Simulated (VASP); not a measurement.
# W (Im-3m) in VASP: further runs

The runs below take W through relaxation of cell and atoms, single point, with vdW-DF-cx, rev-vdW-DF2, LDA.

Program: VASP 6.6.1. These are calculated values, not measurements. Logs are shortened: lines on timing, memory, paths and dates and some standing lists are left out, and cuts for length are marked.

## 1. The structure

It takes space group Im-3m (No. 229, cubic). Conventional cell: a = 3.165 Å, b = 3.165 Å, c = 3.165 Å, α = 90.00°, β = 90.00°, γ = 90.00°. W (site symmetry m-3m) is surrounded by 8 W at 2.74 Å.

## 2. Relaxation of cell and atoms, vdW-DF-cx

The input, INCAR:

```
  PREC = Accurate
  ENCUT = 600
  EDIFF = 1E-6
  ISMEAR = -1
  SIGMA = 0.05
  LREAL = F
  LASPH = T
  NELM = 80
  ALGO = Normal
  ISIF = 3
  LWAVE = F
  LCHARG = F
  GGA = CX
  LUSE_VDW = T
  AGGAC = 0.0
  IBRION = 2
  NSW = 40
  EDIFFG = -0.005
```

The input, KPOINTS:

```
regular mesh
0
Gamma
  12 12 12
```

The input, POSCAR:

```
W
1.0
   -1.5823450000      1.5823450000      1.5823450000
    1.5823450000     -1.5823450000      1.5823450000
    1.5823450000      1.5823450000     -1.5823450000
W
1
Direct
    0.0000000000      0.0000000000      0.0000000000
```

Potentials or basis: VASP PAW PBE potentials, release 64 (W_sv).

Launch:

```sh
$ cat potpaw_PBE.64/W_sv/POTCAR > POTCAR
$ mpirun -np 1 vasp_std > vasp.out
```

OUTCAR:

```text
PREC = Accurate
   ENCUT = 600
   EDIFF = 1E-6
   ISMEAR = -1
   LREAL = F
   LASPH = T
   NELM = 80
   ISIF = 3
   GGA = CX
   IBRION = 2
   NSW = 40
   EDIFFG = -0.005

 ion  position               nearest neighbor table
   1  0.000  0.000  0.000-

  LATTYP: Found a body centered cubic cell.
 ALAT       =     3.1646900000

  Lattice vectors:

 A1 = (  -1.5823450000,   1.5823450000,   1.5823450000)
 A2 = (   1.5823450000,  -1.5823450000,   1.5823450000)
 A3 = (   1.5823450000,   1.5823450000,  -1.5823450000)

Analysis of symmetry for initial positions (statically):
=====================================================================
 Subroutine PRICEL returns:
 Original cell was already a primitive cell.

 Routine SETGRP: Setting up the symmetry group for a
 body centered cubic supercell.

 Subroutine GETGRP returns: Found 48 space group operations
 (whereof 48 operations were pure point group operations)
 out of a pool of 48 trial point group operations.

The static configuration has the point symmetry O_h .

Analysis of symmetry for dynamics (positions and initial velocities):
=====================================================================
 Subroutine PRICEL returns:
 Original cell was already a primitive cell.

 Routine SETGRP: Setting up the symmetry group for a
 body centered cubic supercell.

 Subroutine GETGRP returns: Found 48 space group operations
 (whereof 48 operations were pure point group operations)
 out of a pool of 48 trial point group operations.

The dynamic configuration has the point symmetry O_h .

 Subroutine INISYM returns: Found 48 space group operations
 (whereof 48 operations are pure point group operations),
 and found     1 'primitive' translations

----------------------------------------------------------------------------------------

                                     Primitive cell

  volume of cell :      15.8476

  direct lattice vectors                    reciprocal lattice vectors
    -1.582345000  1.582345000  1.582345000     0.000000000  0.315986716  0.315986716
     1.582345000 -1.582345000  1.582345000     0.315986716  0.000000000  0.315986716
     1.582345000  1.582345000 -1.582345000     0.315986716  0.315986716  0.000000000

  length of vectors
     2.740701935  2.740701935  2.740701935     0.446872699  0.446872699  0.446872699

  position of ions in fractional coordinates (direct lattice)
     0.000000000  0.000000000  0.000000000

  ion indices of the primitive-cell ions
   primitive index   ion index
                 1           1

----------------------------------------------------------------------------------------

 KPOINTS: regular mesh

Automatic generation of k-mesh.
 Grid dimensions read from file:
 generate k-points for:   12   12   12

 Generating k-lattice:

  Cartesian coordinates                     Fractional coordinates (reciprocal lattice)
     0.000000000  0.026332226  0.026332226     0.083333333  0.000000000  0.000000000
     0.026332226  0.000000000  0.026332226     0.000000000  0.083333333  0.000000000
     0.026332226  0.026332226  0.000000000     0.000000000  0.000000000  0.083333333

  Length of vectors
     0.037239392  0.037239392  0.037239392

  Shift w.r.t. Gamma in fractional coordinates (k-lattice)
     0.000000000  0.000000000  0.000000000

 Subroutine IBZKPT returns following result:
 ===========================================

 Found     72 irreducible k-points:

 Following reciprocal coordinates:
            Coordinates               Weight
  0.000000  0.000000  0.000000      1.000000
  0.083333  0.000000  0.000000     12.000000
  0.166667  0.000000  0.000000     12.000000
  0.250000  0.000000  0.000000     12.000000
  0.333333  0.000000  0.000000     12.000000
  0.416667  0.000000  0.000000     12.000000
[... 16 lines left out ...]
  0.333333  0.083333  0.083333     24.000000
  0.416667  0.083333  0.083333     12.000000
 [... further k-points ...]
   k-points           NKPTS =     72   k-points in BZ     NKDIM =     72   number of bands    NBANDS=     11
   number of dos      NEDOS =    301   number of ions     NIONS =      1
   total plane-waves  NPLWV =  13824
   dimension x,y,z NGX =    24 NGY =   24 NGZ =   24
   dimension x,y,z NGXF=    48 NGYF=   48 NGZF=   48
   ions per type =               1
   NGX,Y,Z   is equivalent  to a cutoff of  14.56, 14.56, 14.56 a.u.
   NGXF,Y,Z  is equivalent  to a cutoff of  29.12, 29.12, 29.12 a.u.
 SYSTEM =  unknown system
   PREC   = accura    normal or accurate (medium, high low for compatibility)
   ISTART =      0    job   : 0-new  1-cont  2-samecut
   ICHARG =      2    charge: 1-file 2-atom 10-const
   ISPIN  =      1    spin polarized calculation?
   LNONCOLLINEAR =      F non collinear calculations
   LSORBIT =      F    spin-orbit coupling
   LASPH  =      T    aspherical Exc in radial PAW
   ENCUT  =  600.0 eV  44.10 Ry    6.64 a.u.   5.47  5.47  5.47*2*pi/ulx,y,z
   NELM   =     80;   NELMIN=  2; NELMDL= -5     # of ELM steps
   EDIFF  = 0.1E-05   stopping-criterion for ELM
   LREAL  =      F    real-space projection
   EDIFFG = -.5E-02   stopping-criterion for IOM
   NSW    =     40    number of steps for IOM
   IBRION =      2    ionic relax: 0-MD 1-quasi-New 2-CG
   NFREE  =      1    steps in history (QN), initial steepest desc. (CG)
   ISIF   =      3    stress and relaxation
   ISYM   =      2    0-nonsym 1-usesym 2-fastsym
   POTIM  = 0.5000    time-step for ionic-motion
   TEBEG  =    0.0;   TEEND  =   0.0 temperature during run
   PSTRESS=    0.0 pullay stress
   NELECT =      14.0000    total number of electrons
   NUPDOWN=      -1.0000    fix difference up-down
   EMIN   =  10.00;   EMAX   =-10.00  energy-range for DOS
   EFERMI =   0.00;   METHOD = LEGACY
   ISMEAR =    -1;   SIGMA  =   0.05  broadening in eV -4-tet -1-fermi 0-gaus
   EFERMI_NEDOS =   21; number of points for ismear=-14 and -15
   IALGO  =     38    algorithm
   IMIX   =      4    mixing-type and parameters
     AMIX     =   0.40;   BMIX     =  1.00
     AMIX_MAG =   1.60;   BMIX_MAG =  1.00
  volume/ion in A,a.u.               =      15.85       106.94
  Fermi-wavevector in a.u.,A,eV,Ry     =   1.570832  2.968442 33.572544  2.467512
  Thomas-Fermi vector in A             =   2.672506
   LORBIT       =      0    0 simple, 1 ext, 2 COOP (PROOUT), +10 PAW based schemes
   GGA     = CX    functional components
   LHFCALC =     F    Hartree Fock is set to
   AEXX    =    0.0000 exact exchange contribution
   IVDW_NL    =     1    kernel type
   BPARAM     = 6.3000
   IVDW    =     0    specifies the selected vdW correction
   LEPSILON=     F    determine dielectric tensor
   LRPA    =     F    only Hartree local field effects (RPA)
 conjugate gradient relaxation of ions
 non-spin polarized calculation
  energy-cutoff  :      600.00
  volume of cell :       15.85
 maximum number of plane-waves:       543
 NGX is ok and might be reduce to    24
   NGX = 11   NGY = 11   NGZ = 11

--------------------------------------- Ionic step        1  -------------------------------------------

 number of electron      14.0000002 magnetization

 Free energy of the ion-electron system (eV)
  ---------------------------------------------------
  ext. energy  EPLUGINS =         0.00000000
  ---------------------------------------------------
  free energy    TOTEN  =       -10.38544371 eV

  energy without entropy =      -10.38037269  energy(sigma->0) =      -10.38290820

------------------------ aborting loop because EDIFF is reached ----------------------------------------

  FORCE on cell =-STRESS in cart. coord.  units (eV):
  Direction    XX          YY          ZZ          XY          YZ          ZX
  --------------------------------------------------------------------------------------
  -------------------------------------------------------------------------------------
  Total       -0.1008170     -0.1008170     -0.1008170     -0.0000000      0.0000000     -0.0000000
  in kB      -10.1925040    -10.1925040    -10.1925040     -0.0000000      0.0000000     -0.0000000
  external PRESSURE =     -10.1925040 kB  Pullay stress =       0.0000000 kB

 VOLUME and BASIS-vectors are now :
 -----------------------------------------------------------------------------
  energy-cutoff  :      600.00
  volume of cell :       15.85
      direct lattice vectors                 reciprocal lattice vectors
    -1.582345000  1.582345000  1.582345000     0.000000000  0.315986716  0.315986716
     1.582345000 -1.582345000  1.582345000     0.315986716  0.000000000  0.315986716
     1.582345000  1.582345000 -1.582345000     0.315986716  0.315986716  0.000000000
[... 44 lines left out ...]
  FREE ENERGIE OF THE ION-ELECTRON SYSTEM (eV)
  ---------------------------------------------------
  free  energy   TOTEN  =       -10.3835455691 eV

  energy  without entropy=      -10.3783689284  energy(sigma->0) =      -10.38095725

Total vdW correction in eV:      1.5843378

--------------------------------------- Ionic step        3  -------------------------------------------

 number of electron      14.0000001 magnetization

 Free energy of the ion-electron system (eV)
  ---------------------------------------------------
  ext. energy  EPLUGINS =         0.00000000
  ---------------------------------------------------
  free energy    TOTEN  =       -10.38560461 eV

  energy without entropy =      -10.38050353  energy(sigma->0) =      -10.38305407

 E-fermi :  11.2733     XC(G=0): -13.7416

 val. band max:       11.2673534954   @ k =  -0.1667   0.1667   0.0833
 cond. band min:      11.3129199318   @ k =  -0.1667   0.1667   0.1667
 fundamental gap:      0.0455664363
 Fermi energy:        11.2733494301

 k-point     1 :       0.0000    0.0000    0.0000
  band No.  band energies     occupation
      1     -62.8184      2.00000
      2     -26.3657      2.00000
      3     -26.3657      2.00000
      4     -26.3657      2.00000
      5       1.7029      2.00000
      6      10.1046      2.00000
      7      10.1046      2.00000
      8      10.1046      2.00000
      9      13.6026      0.00000
     10      13.6026      0.00000
     11      25.9243      0.00000

 k-point     2 :       0.0833    0.0000    0.0000
  band No.  band energies     occupation
      1     -62.8093      2.00000
      2     -26.4602      2.00000
      3     -26.3952      2.00000
      4     -26.3662      2.00000
      5       2.0383      2.00000
      6       9.9031      2.00000
      7      10.0527      2.00000
      8      10.4302      2.00000
      9      13.2999      0.00000
     10      13.6059      0.00000
     11      26.2022      0.00000
[... 295 lines left out ...]
 k-point    24 :       0.4167    0.0833    0.0833
  band No.  band energies     occupation
      1     -62.6795      2.00000
      2     -27.5851      2.00000
      3     -26.8502      2.00000
      4     -26.4609      2.00000
      5       5.7228      2.00000
      6       7.7224      2.00000
      7      11.1139      1.92084
      8      13.7434      0.00000
      9      14.5153      0.00000
     10      18.8157      0.00000
     11      21.2988      0.00000

 [... further k-points ...]

------------------------ aborting loop because EDIFF is reached ----------------------------------------

  FORCE on cell =-STRESS in cart. coord.  units (eV):
  Direction    XX          YY          ZZ          XY          YZ          ZX
  --------------------------------------------------------------------------------------
  -------------------------------------------------------------------------------------
  Total        0.0003385      0.0003385      0.0003385     -0.0000000      0.0000000      0.0000000
  in kB        0.0343277      0.0343277      0.0343277     -0.0000000      0.0000000      0.0000000
  external PRESSURE =       0.0343277 kB  Pullay stress =       0.0000000 kB

 VOLUME and BASIS-vectors are now :
 -----------------------------------------------------------------------------
  energy-cutoff  :      600.00
  volume of cell :       15.80
      direct lattice vectors                 reciprocal lattice vectors
    -1.580667676  1.580667676  1.580667676     0.000000000  0.316322025  0.316322025
     1.580667676 -1.580667676  1.580667676     0.316322025  0.000000000  0.316322025
     1.580667676  1.580667676 -1.580667676     0.316322025  0.316322025  0.000000000

 POSITION                                       TOTAL-FORCE (eV/Angst)
 -----------------------------------------------------------------------------------
     -0.00000      0.00000      0.00000        -0.000000      0.000000      0.000000
 -----------------------------------------------------------------------------------
    total drift:                                0.000000      0.000000      0.000000

  FREE ENERGIE OF THE ION-ELECTRON SYSTEM (eV)
  ---------------------------------------------------
  free  energy   TOTEN  =       -10.3856046111 eV

  energy  without entropy=      -10.3805035267  energy(sigma->0) =      -10.38305407

Total vdW correction in eV:      1.5937590

 reached required accuracy - stopping structural energy minimisation
```

Run time: 46 s. Hardware: 1 thread of Intel Xeon Platinum 8488C (Sapphire Rapids), shared host; peak memory 0.26 GiB.

Results:

- Free energy: -10.3856 eV
- Relaxed volume: 15.80 Å³/atom
- Relaxed cell: a = 2.738 Å, b = 2.738 Å, c = 2.738 Å, α = 109.47°, β = 109.47°, γ = 109.47°
- Space group after relaxing (to 0.05 Å): Im-3m (No. 229)
- Energy gained by relaxing: 0.2 meV/atom
- Ionic steps: 3
- Pressure after relaxing: 0.0 GPa
- Band gap on the k mesh: none (metal or under the smearing width)

Step by step:
```csv
step,energy change (eV),largest force (eV/Å),pressure (GPa),volume (Å³)
1,0.0000,0.0000,-1.02,15.85
2,0.0019,0.0000,3.70,15.62
3,-0.0002,0.0000,0.00,15.80
```

Final structure:
```cif
data_structure
_symmetry_space_group_name_H-M 'P 1'
_symmetry_Int_Tables_number 1
_cell_length_a 2.7378
_cell_length_b 2.7378
_cell_length_c 2.7378
_cell_angle_alpha 109.471
_cell_angle_beta 109.471
_cell_angle_gamma 109.471
_cell_volume 15.80
loop_
_atom_site_label
_atom_site_type_symbol
_atom_site_fract_x
_atom_site_fract_y
_atom_site_fract_z
_atom_site_occupancy
W1 W 0.00000 0.00000 0.00000 1
```

Levels at points of the mesh, in eV from the Fermi level:
```csv
k point,band 3,band 4,band 5,band 6,band 7,band 8,band 9,band 10,band 11
"(0.00, 0.00, 0.00)",-37.64,-37.64,-9.57,-1.17,-1.17,-1.17,2.33,2.33,14.65
"(0.50, 0.00, 0.00)",-38.06,-37.65,-6.22,-3.51,0.81,2.22,3.20,6.25,11.62
"(0.50, 0.50, 0.50)",-38.55,-38.55,-5.78,-5.78,5.26,5.26,5.26,8.38,8.38
```

Caveat: the PAW data sets were made with another functional, which shifts forces and pressure a little. The run has no spin-orbit coupling, so splittings on W are missing.

## 3. Relaxation of cell and atoms, rev-vdW-DF2

INCAR: that of step 2 with these lines changed.

```diff
@@ -12,5 +12,8 @@
   LCHARG = F
-  GGA = CX
+  GGA = MK
   LUSE_VDW = T
   AGGAC = 0.0
+  PARAM1 = 0.1234
+  PARAM2 = 0.711357
+  ZAB_VDW = -1.8867
   IBRION = 2
```

KPOINTS is that of step 2.

POSCAR is that of step 2.

Potentials or basis: VASP PAW PBE potentials, release 64 (W_sv).

Launch:

```sh
$ cat potpaw_PBE.64/W_sv/POTCAR > POTCAR
$ mpirun -np 1 vasp_std > vasp.out
```

It took 45 s on 1 thread of Intel Xeon Platinum 8488C (Sapphire Rapids), shared host; peak memory 0.27 GiB.

The run converged. Its results:

* Free energy: -10.3396 eV
* Relaxed volume: 15.96 Å³/atom
* Relaxed cell: a = 2.747 Å, b = 2.747 Å, c = 2.747 Å, α = 109.47°, β = 109.47°, γ = 109.47°
* Space group after relaxing (to 0.05 Å): Im-3m (No. 229)
* Energy gained by relaxing: 0.7 meV/atom
* Ionic steps: 3
* Pressure after relaxing: 0.0 GPa
* Band gap on the k mesh: none (metal or under the smearing width)

Step by step:
```
step  energy change (eV)  largest force (eV/Å)  pressure (GPa)  volume (Å³)
   1              0.0000                0.0000            2.16        15.85
   2              0.0079                0.0000           -7.05        16.34
   3             -0.0007                0.0000           -0.01        15.96
```

Final structure:
```
CELL_PARAMETERS angstrom
-1.58603 1.58603 1.58603
1.58603 -1.58603 1.58603
1.58603 1.58603 -1.58603
ATOMIC_POSITIONS crystal
W 0.00000 0.00000 0.00000
```

Levels at points of the mesh, in eV from the Fermi level:
```csv
k point,band 3,band 4,band 5,band 6,band 7,band 8,band 9,band 10,band 11
"(0.00, 0.00, 0.00)",-37.68,-37.68,-9.49,-1.16,-1.16,-1.16,2.30,2.30,14.66
"(0.50, 0.00, 0.00)",-38.10,-37.69,-6.14,-3.46,0.81,2.18,3.15,6.14,11.01
"(0.50, 0.50, 0.50)",-38.57,-38.57,-5.69,-5.69,5.17,5.17,5.17,8.32,8.32
```

Caveat: the PAW data sets were made with another functional, which shifts forces and pressure a little.

[end of part 1 of 2]
